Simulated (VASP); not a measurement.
# CaO (Lime) (Fm-3m) in VASP: a series of runs

One crystal, CaO (Lime), is run at these levels: LDA, RPBE; tasks: relaxation of cell and atoms.

Everything below comes from runs of VASP 6.6.1. Logs are shortened: lines on timing, memory, paths and dates and some standing lists are left out, and cuts for length are marked.

**1. The crystal as given**

Symmetry: Fm-3m, No. 225, cubic system. The conventional cell has a = 4.813 Å, b = 4.813 Å, c = 4.813 Å, α = 90.00°, β = 90.00°, γ = 90.00°. Ca (site symmetry m-3m) has 6 O at 2.41 Å as nearest neighbours. O (site symmetry m-3m) has 6 Ca at 2.41 Å as nearest neighbours.

**2. Relaxation of cell and atoms, LDA**

Contents of INCAR:

```
PREC = Accurate
ENCUT = 600
EDIFF = 1E-6
ISMEAR = 0
SIGMA = 0.03
LREAL = False
LASPH = True
NELM = 80
ALGO = Normal
ISIF = 3
LWAVE = False
LCHARG = False
GGA = CA
IBRION = 2
NSW = 90
EDIFFG = -0.01
```

Contents of KPOINTS:

```
regular mesh
0
Gamma
  10 10 10
```

Contents of POSCAR:

```
CaO
1.0
    0.0000000000      2.4065000000      2.4065000000
    2.4065000000      0.0000000000      2.4065000000
    2.4065000000      2.4065000000      0.0000000000
Ca O
1 1
Direct
    0.0000000000      0.0000000000      0.0000000000
    0.5000000000      0.5000000000      0.5000000000
```

Potentials or basis: VASP PAW LDA potentials, release 64 (Ca_sv, O).

Started as:

```
> cat potpaw_LDA.64/Ca_sv/POTCAR potpaw_LDA.64/O/POTCAR > POTCAR
> mpirun -np 1 vasp_std > vasp.out
```

OUTCAR:

```text
PREC = Accurate
   ENCUT = 600
   EDIFF = 1E-6
   ISMEAR = 0
   LREAL = False
   LASPH = True
   NELM = 80
   ISIF = 3
   GGA = CA
   IBRION = 2
   NSW = 90
   EDIFFG = -0.01

 ion  position               nearest neighbor table
   1  0.000  0.000  0.000-   2 2.41   2 2.41   2 2.41   2 2.41   2 2.41   2 2.41
   2  0.500  0.500  0.500-   1 2.41   1 2.41   1 2.41   1 2.41   1 2.41   1 2.41

  LATTYP: Found a face centered cubic cell.
 ALAT       =     4.8130000000

  Lattice vectors:

 A1 = (   0.0000000000,   2.4065000000,   2.4065000000)
 A2 = (   2.4065000000,   0.0000000000,   2.4065000000)
 A3 = (   2.4065000000,   2.4065000000,   0.0000000000)

Analysis of symmetry for initial positions (statically):
=====================================================================
 Subroutine PRICEL returns:
 Original cell was already a primitive cell.

 Routine SETGRP: Setting up the symmetry group for a
 face centered cubic supercell.

 Subroutine GETGRP returns: Found 48 space group operations
 (whereof 48 operations were pure point group operations)
 out of a pool of 48 trial point group operations.

The static configuration has the point symmetry O_h .

Analysis of symmetry for dynamics (positions and initial velocities):
=====================================================================
 Subroutine PRICEL returns:
 Original cell was already a primitive cell.

 Routine SETGRP: Setting up the symmetry group for a
 face centered cubic supercell.

 Subroutine GETGRP returns: Found 48 space group operations
 (whereof 48 operations were pure point group operations)
 out of a pool of 48 trial point group operations.

The dynamic configuration has the point symmetry O_h .

 Subroutine INISYM returns: Found 48 space group operations
 (whereof 48 operations are pure point group operations),
 and found     1 'primitive' translations

----------------------------------------------------------------------------------------

                                     Primitive cell

  volume of cell :      27.8732

  direct lattice vectors                    reciprocal lattice vectors
     0.000000000  2.406500000  2.406500000    -0.207770621  0.207770621  0.207770621
     2.406500000  0.000000000  2.406500000     0.207770621 -0.207770621  0.207770621
     2.406500000  2.406500000  0.000000000     0.207770621  0.207770621 -0.207770621

  length of vectors
     3.403304938  3.403304938  3.403304938     0.359869272  0.359869272  0.359869272

  position of ions in fractional coordinates (direct lattice)
     0.000000000  0.000000000  0.000000000
     0.500000000  0.500000000  0.500000000

  ion indices of the primitive-cell ions
   primitive index   ion index
                 1           1
                 2           2

----------------------------------------------------------------------------------------

 KPOINTS: regular mesh

Automatic generation of k-mesh.
 Grid dimensions read from file:
 generate k-points for:   10   10   10

 Generating k-lattice:

  Cartesian coordinates                     Fractional coordinates (reciprocal lattice)
    -0.020777062  0.020777062  0.020777062     0.100000000  0.000000000  0.000000000
     0.020777062 -0.020777062  0.020777062     0.000000000  0.100000000  0.000000000
     0.020777062  0.020777062 -0.020777062     0.000000000  0.000000000  0.100000000

  Length of vectors
     0.035986927  0.035986927  0.035986927

  Shift w.r.t. Gamma in fractional coordinates (k-lattice)
     0.000000000  0.000000000  0.000000000

 Subroutine IBZKPT returns following result:
 ===========================================

 Found     47 irreducible k-points:

 Following reciprocal coordinates:
            Coordinates               Weight
  0.000000  0.000000  0.000000      1.000000
  0.100000  0.000000  0.000000      8.000000
  0.200000  0.000000  0.000000      8.000000
  0.300000  0.000000  0.000000      8.000000
  0.400000  0.000000  0.000000      8.000000
  0.500000  0.000000  0.000000      4.000000
[... 16 lines left out ...]
  0.300000  0.300000  0.000000      6.000000
  0.400000  0.300000  0.000000     24.000000
 [... further k-points ...]
   k-points           NKPTS =     47   k-points in BZ     NKDIM =     47   number of bands    NBANDS=     12
   number of dos      NEDOS =    301   number of ions     NIONS =      2
   total plane-waves  NPLWV =  21952
   dimension x,y,z NGX =    28 NGY =   28 NGZ =   28
   dimension x,y,z NGXF=    56 NGYF=   56 NGZF=   56
   ions per type =               1   1
   NGX,Y,Z   is equivalent  to a cutoff of  13.68, 13.68, 13.68 a.u.
   NGXF,Y,Z  is equivalent  to a cutoff of  27.36, 27.36, 27.36 a.u.
 SYSTEM =  unknown system
   PREC   = accura    normal or accurate (medium, high low for compatibility)
   ISTART =      0    job   : 0-new  1-cont  2-samecut
   ICHARG =      2    charge: 1-file 2-atom 10-const
   ISPIN  =      1    spin polarized calculation?
   LNONCOLLINEAR =      F non collinear calculations
   LSORBIT =      F    spin-orbit coupling
   LASPH  =      T    aspherical Exc in radial PAW
   ENCUT  =  600.0 eV  44.10 Ry    6.64 a.u.   6.80  6.80  6.80*2*pi/ulx,y,z
   NELM   =     80;   NELMIN=  2; NELMDL= -5     # of ELM steps
   EDIFF  = 0.1E-05   stopping-criterion for ELM
   LREAL  =      F    real-space projection
   EDIFFG = -.1E-01   stopping-criterion for IOM
   NSW    =     90    number of steps for IOM
   IBRION =      2    ionic relax: 0-MD 1-quasi-New 2-CG
   NFREE  =      1    steps in history (QN), initial steepest desc. (CG)
   ISIF   =      3    stress and relaxation
   ISYM   =      2    0-nonsym 1-usesym 2-fastsym
   POTIM  = 0.5000    time-step for ionic-motion
   TEBEG  =    0.0;   TEEND  =   0.0 temperature during run
   PSTRESS=    0.0 pullay stress
   NELECT =      16.0000    total number of electrons
   NUPDOWN=      -1.0000    fix difference up-down
   EMIN   =  10.00;   EMAX   =-10.00  energy-range for DOS
   EFERMI =   0.00;   METHOD = LEGACY
   ISMEAR =     0;   SIGMA  =   0.03  broadening in eV -4-tet -1-fermi 0-gaus
   EFERMI_NEDOS =   21; number of points for ismear=-14 and -15
   IALGO  =     38    algorithm
   IMIX   =      4    mixing-type and parameters
     AMIX     =   0.40;   BMIX     =  1.00
     AMIX_MAG =   1.60;   BMIX_MAG =  1.00
  volume/ion in A,a.u.               =      13.94        94.05
  Fermi-wavevector in a.u.,A,eV,Ry     =   1.360564  2.571093 25.186211  1.851134
  Thomas-Fermi vector in A             =   2.487215
   LORBIT       =      0    0 simple, 1 ext, 2 COOP (PROOUT), +10 PAW based schemes
   GGA     = CA    functional components
   LHFCALC =     F    Hartree Fock is set to
   AEXX    =    0.0000 exact exchange contribution
   IVDW    =     0    specifies the selected vdW correction
   LEPSILON=     F    determine dielectric tensor
   LRPA    =     F    only Hartree local field effects (RPA)
 conjugate gradient relaxation of ions
 non-spin polarized calculation
 Gauss-broadening in eV      SIGMA  =   0.03
  energy-cutoff  :      600.00
  volume of cell :       27.87
 maximum number of plane-waves:       944
   NGX = 13   NGY = 13   NGZ = 13

--------------------------------------- Ionic step        1  -------------------------------------------

 number of electron      15.9999997 magnetization

 Free energy of the ion-electron system (eV)
  ---------------------------------------------------
  ext. energy  EPLUGINS =         0.00000000
  ---------------------------------------------------
  free energy    TOTEN  =       -14.19040634 eV

  energy without entropy =      -14.19040634  energy(sigma->0) =      -14.19040634

------------------------ aborting loop because EDIFF is reached ----------------------------------------

  FORCE on cell =-STRESS in cart. coord.  units (eV):
  Direction    XX          YY          ZZ          XY          YZ          ZX
  --------------------------------------------------------------------------------------
  -------------------------------------------------------------------------------------
  Total       -1.1786725     -1.1786725     -1.1786725      0.0000000      0.0000000     -0.0000000
  in kB      -67.7510648    -67.7510648    -67.7510648      0.0000000      0.0000000     -0.0000000
  external PRESSURE =     -67.7510648 kB  Pullay stress =       0.0000000 kB
[... 57 lines left out ...]
  energy  without entropy=      -14.2191475136  energy(sigma->0) =      -14.21914751

--------------------------------------- Ionic step        3  -------------------------------------------

 number of electron      15.9999998 magnetization

 Free energy of the ion-electron system (eV)
  ---------------------------------------------------
  ext. energy  EPLUGINS =         0.00000000
  ---------------------------------------------------
  free energy    TOTEN  =       -14.22667240 eV

  energy without entropy =      -14.22667240  energy(sigma->0) =      -14.22667240

 E-fermi :   2.4772     XC(G=0): -11.3068

 val. band max:        2.3461644887   @ k =   0.0000   0.0000   0.0000
 cond. band min:       5.7716583603   @ k =   0.5000   0.5000   0.0000
 fundamental gap:      3.4254938716
 Fermi energy:         2.4771844862

 k-point     1 :       0.0000    0.0000    0.0000
  band No.  band energies     occupation
      1     -34.4989      2.00000
      2     -15.4977      2.00000
      3     -15.4977      2.00000
      4     -15.4977      2.00000
      5     -12.9715      2.00000
      6       2.3462      2.00000
      7       2.3462      2.00000
      8       2.3462      2.00000
      9       7.3767      0.00000
     10       8.5824      0.00000
     11       8.5824      0.00000
     12       8.5824      0.00000
[... 331 lines left out ...]
 k-point    24 :       0.4000    0.3000    0.0000
  band No.  band energies     occupation
      1     -34.3491      2.00000
      2     -16.3433      2.00000
      3     -15.7538      2.00000
      4     -15.7177      2.00000
      5     -12.3345      2.00000
      6       0.5990      2.00000
      7       1.7702      2.00000
      8       1.8785      2.00000
      9       6.4984      0.00000
     10      10.3383      0.00000
     11      11.4140      0.00000
     12      11.5243      0.00000

 [... further k-points ...]

------------------------ aborting loop because EDIFF is reached ----------------------------------------

  FORCE on cell =-STRESS in cart. coord.  units (eV):
  Direction    XX          YY          ZZ          XY          YZ          ZX
  --------------------------------------------------------------------------------------
  -------------------------------------------------------------------------------------
  Total       -0.0004673     -0.0004673     -0.0004673     -0.0000000      0.0000000     -0.0000000
  in kB       -0.0285265     -0.0285265     -0.0285265     -0.0000000      0.0000000     -0.0000000
  external PRESSURE =      -0.0285265 kB  Pullay stress =       0.0000000 kB
[... 17 lines left out ...]
  FREE ENERGIE OF THE ION-ELECTRON SYSTEM (eV)
  ---------------------------------------------------
  free  energy   TOTEN  =       -14.2266724007 eV

  energy  without entropy=      -14.2266724007  energy(sigma->0) =      -14.22667240

 reached required accuracy - stopping structural energy minimisation
```

It took 26 s on 1 thread of Intel Xeon Platinum 8559C (Emerald Rapids), shared host; peak memory 0.16 GiB.

What came out:

```
Free energy                            : -14.2267 eV
Relaxed volume                         : 13.12 Å³/atom
Relaxed cell                           : a = 3.336 Å, b = 3.336 Å, c = 3.336 Å, α = 60.00°, β = 60.00°, γ = 60.00°
Space group after relaxing (to 0.05 Å) : Fm-3m (No. 225)
Energy gained by relaxing              : 18.1 meV/atom
Ionic steps                            : 3
Pressure after relaxing                : 0.0 GPa
Band gap on the k mesh                 : 3.43 eV, indirect (least direct gap 3.79 eV)
```

The path:
| step | energy change (eV) | largest force (eV/Å) | pressure (GPa) | volume (Å³) |
| --- | --- | --- | --- | --- |
| 1 | 0.0000 | 0.0000 | -6.78 | 27.87 |
| 2 | -0.0287 | 0.0000 | 3.61 | 25.56 |
| 3 | -0.0363 | 0.0000 | 0.00 | 26.25 |

Final structure:
```yaml
crystal:
  lattice:
    - [0.00000, 2.35878, 2.35878]
    - [2.35878, 0.00000, 2.35878]
    - [2.35878, 2.35878, 0.00000]
  atoms:
    - { symbol: Ca, position: [0.00000, 0.00000, 0.00000] }
    - { symbol: O, position: [0.50000, 0.50000, 0.50000] }
```

A k mesh can miss the band edges. Zero-point motion and thermal expansion aren't in these numbers.

**3. Relaxation of cell and atoms, LDA**

This run uses another cell than the first one, of 13.12 Å³/atom, 0.942 times its volume.

Edit INCAR of step 2 so:

```diff
@@ -2,3 +2,3 @@
 ENCUT = 600
-EDIFF = 1E-6
+EDIFF = 1E-7
 ISMEAR = 0
@@ -15,2 +15,2 @@
 NSW = 90
-EDIFFG = -0.01
+EDIFFG = -0.005
```

KPOINTS is that of step 2.

Contents of POSCAR:

```
CaO                                     
1.0
    0.0000000000      2.3587803499      2.3587803499
    2.3587803499      0.0000000000      2.3587803499
    2.3587803499      2.3587803499      0.0000000000
  Ca              O             
     1     1
Direct
     0.0000000000000000    0.0000000000000000    0.0000000000000000
     0.5000000000000000    0.5000000000000000    0.5000000000000000
```

Potentials or basis: VASP PAW LDA potentials, release 64 (Ca_sv, O).

Started as:

```
> cat potpaw_LDA.64/Ca_sv/POTCAR potpaw_LDA.64/O/POTCAR > POTCAR
> mpirun -np 1 vasp_std > vasp.out
```

It took 12 s on 1 thread of Intel Xeon Platinum 8559C (Emerald Rapids), shared host; peak memory 0.15 GiB.

Results (log left out):

| Property | Result |
| --- | --- |
| Free energy | -14.2238 eV |
| Pressure after relaxing | 0.0 GPa |
| Band gap on the k mesh | 3.43 eV, indirect (least direct gap 3.78 eV) |

Final structure:
```
Ca O
1.0
     0.00000    2.35878    2.35878
     2.35878    0.00000    2.35878
     2.35878    2.35878    0.00000
Ca O
1 1
Cartesian
  0.0000 0.0000 0.0000
  2.3588 2.3588 2.3588
```

Levels at points of the mesh, in eV from the valence-band top:
```tsv
k point	band 4	band 5	band 6	band 7	band 8	band 9	band 10	band 11	band 12
(0.00, 0.00, 0.00)	-17.84	-15.32	0.00	0.00	0.00	5.03	6.24	6.24	6.24
(0.50, 0.00, 0.00)	-17.91	-13.81	-2.85	-1.35	-1.35	7.22	8.61	8.61	8.74
(0.50, 0.50, 0.00)	-18.14	-15.07	-1.27	-0.36	-0.36	3.43	8.44	9.20	9.92
```

Caveat: the relaxation stopped at its first step, so nothing moved.

**4. Relaxation of cell and atoms, RPBE**

Contents of INCAR:

```
SYSTEM = CaO
ALGO = Normal
EDIFF = 1E-6
EDIFFG = -0.01
ENCUT = 600
GGA = RP
IBRION = 2
ISIF = 3
ISMEAR = 0
LASPH = .TRUE.
LCHARG = .FALSE.
LREAL = .FALSE.
LWAVE = .FALSE.
NELM = 80
NSW = 90
PREC = Accurate
SIGMA = 0.03
```

Contents of KPOINTS:

```
k-points
0
G
  10 10 10
  0 0 0
```

Contents of POSCAR:

```
CaO
1.0
    0.0000000000      2.4065000000      2.4065000000
    2.4065000000      0.0000000000      2.4065000000
    2.4065000000      2.4065000000      0.0000000000
Ca O
1 1
Direct
    0.0000000000      0.0000000000      0.0000000000
    0.5000000000      0.5000000000      0.5000000000
```

Potentials or basis: VASP PAW PBE potentials, release 64 (Ca_sv, O).

Started as:

```
> cat potpaw_PBE.64/Ca_sv/POTCAR potpaw_PBE.64/O/POTCAR > POTCAR
> mpirun -np 1 vasp_std > vasp.out
```

OUTCAR:

```text
SYSTEM = CaO
   EDIFF = 1E-6
   EDIFFG = -0.01
   ENCUT = 600
   GGA = RP
   IBRION = 2
   ISIF = 3
   ISMEAR = 0
   LASPH = .TRUE.
   LREAL = .FALSE.
   NELM = 80
   NSW = 90
   PREC = Accurate

 ion  position               nearest neighbor table
   1  0.000  0.000  0.000-   2 2.41   2 2.41   2 2.41   2 2.41   2 2.41   2 2.41
   2  0.500  0.500  0.500-   1 2.41   1 2.41   1 2.41   1 2.41   1 2.41   1 2.41

  LATTYP: Found a face centered cubic cell.
 ALAT       =     4.8130000000

  Lattice vectors:

 A1 = (   0.0000000000,   2.4065000000,   2.4065000000)
 A2 = (   2.4065000000,   0.0000000000,   2.4065000000)
 A3 = (   2.4065000000,   2.4065000000,   0.0000000000)

Analysis of symmetry for initial positions (statically):
=====================================================================
 Subroutine PRICEL returns:
 Original cell was already a primitive cell.

[... 188 lines left out ...]
      7       2.5023      2.00000
      8       2.5023      2.00000
      9       7.3351      0.00000
     10       8.7809      0.00000
     11       8.7809      0.00000
     12       8.7809      0.00000
[... 416 lines left out ...]
--------------------------------------- Ionic step        3  -------------------------------------------

 number of electron      16.0000005 magnetization

 Free energy of the ion-electron system (eV)
  ---------------------------------------------------
  ext. energy  EPLUGINS =         0.00000000
  ---------------------------------------------------
  free energy    TOTEN  =       -12.09836630 eV

  energy without entropy =      -12.09836630  energy(sigma->0) =      -12.09836630

 E-fermi :   2.3647     XC(G=0):  -9.9322

 val. band max:        2.2248762482   @ k =   0.0000   0.0000   0.0000
 cond. band min:       5.9757565249   @ k =   0.5000   0.5000   0.0000
 fundamental gap:      3.7508802767
 Fermi energy:         2.3647233974

 k-point     1 :       0.0000    0.0000    0.0000
  band No.  band energies     occupation
      1     -35.8085      2.00000
      2     -16.5524      2.00000
      3     -16.5524      2.00000
      4     -16.5524      2.00000
      5     -13.2955      2.00000
      6       2.2249      2.00000
      7       2.2249      2.00000
      8       2.2249      2.00000
      9       6.6563      0.00000
     10       8.3703      0.00000
     11       8.3703      0.00000
     12       8.3703      0.00000
[... 374 lines left out ...]
  FREE ENERGIE OF THE ION-ELECTRON SYSTEM (eV)
  ---------------------------------------------------
  free  energy   TOTEN  =       -12.0983662965 eV

  energy  without entropy=      -12.0983662965  energy(sigma->0) =      -12.09836630

 reached required accuracy - stopping structural energy minimisation
```

OSZICAR:

```text
N       E                     dE             d eps       ncg     rms          rms(c)
DAV:   1     0.139592079076E+03    0.13959E+03   -0.93890E+03  1128   0.152E+03
DAV:   2    -0.629241364034E+01   -0.14588E+03   -0.13735E+03  1312   0.353E+02
DAV:   3    -0.134981570031E+02   -0.72057E+01   -0.71510E+01  1428   0.801E+01
[... 28 lines left out ...]
DAV:   5    -0.120981250155E+02   -0.32853E-04   -0.46309E-05  1408   0.801E-02    0.493E-02
DAV:   6    -0.120983488007E+02   -0.22379E-03   -0.23895E-04  1816   0.897E-02    0.192E-02
DAV:   7    -0.120983676717E+02   -0.18871E-04   -0.16409E-05  1880   0.360E-02    0.390E-03
DAV:   8    -0.120983664368E+02    0.12349E-05   -0.64761E-07   808   0.653E-03    0.901E-04
DAV:   9    -0.120983662965E+02    0.14028E-06   -0.39352E-07   584   0.493E-03
   3 F= -.12098366E+02 E0= -.12098366E+02  d E =-.238128E-01
```

CONTCAR:

```text
CaO
   1.00000000000000
     0.0000000000000000    2.4480177174456128    2.4480177174456128
     2.4480177174456128    0.0000000000000000    2.4480177174456128
     2.4480177174456128    2.4480177174456128   -0.0000000000000000
  Ca              O
     1     1
Direct
     0.0000000000000000    0.0000000000000000    0.0000000000000000
     0.5000000000000000    0.5000000000000000    0.5000000000000000

  0.00000000E+00  0.00000000E+00  0.00000000E+00
  0.00000000E+00  0.00000000E+00  0.00000000E+00
```

Run time: 22 s. Hardware: 1 thread of Intel Xeon 6975P-C (Granite Rapids), shared host; peak memory 0.17 GiB.

Results:

* Free energy: -12.0984 eV
* Relaxed volume: 14.67 Å³/atom
* Relaxed cell: a = 3.462 Å, b = 3.462 Å, c = 3.462 Å, α = 60.00°, β = 60.00°, γ = 60.00°
* Space group after relaxing (to 0.05 Å): Fm-3m (No. 225)
* Energy gained by relaxing: 11.9 meV/atom
* Ionic steps: 3
* Pressure after relaxing: 0.0 GPa
* Band gap on the k mesh: 3.75 eV, indirect (least direct gap 4.13 eV)

The path:
| step | energy change (eV) | largest force (eV/Å) | pressure (GPa) | volume (Å³) |
| --- | --- | --- | --- | --- |
| 1 | 0.0000 | 0.0000 | 5.43 | 27.87 |
| 2 | -0.0216 | 0.0000 | -1.48 | 29.82 |
| 3 | -0.0238 | 0.0000 | 0.01 | 29.34 |

Final structure:
```
Ca O
1.0
     0.00000    2.44802    2.44802
     2.44802    0.00000    2.44802
     2.44802    2.44802    0.00000
Ca O
1 1
Direct
  0.00000 0.00000 0.00000
  0.50000 0.50000 0.50000
```

Caveat: the PAW data sets were made with another functional, which shifts forces and pressure a little. A k mesh can miss the band edges.
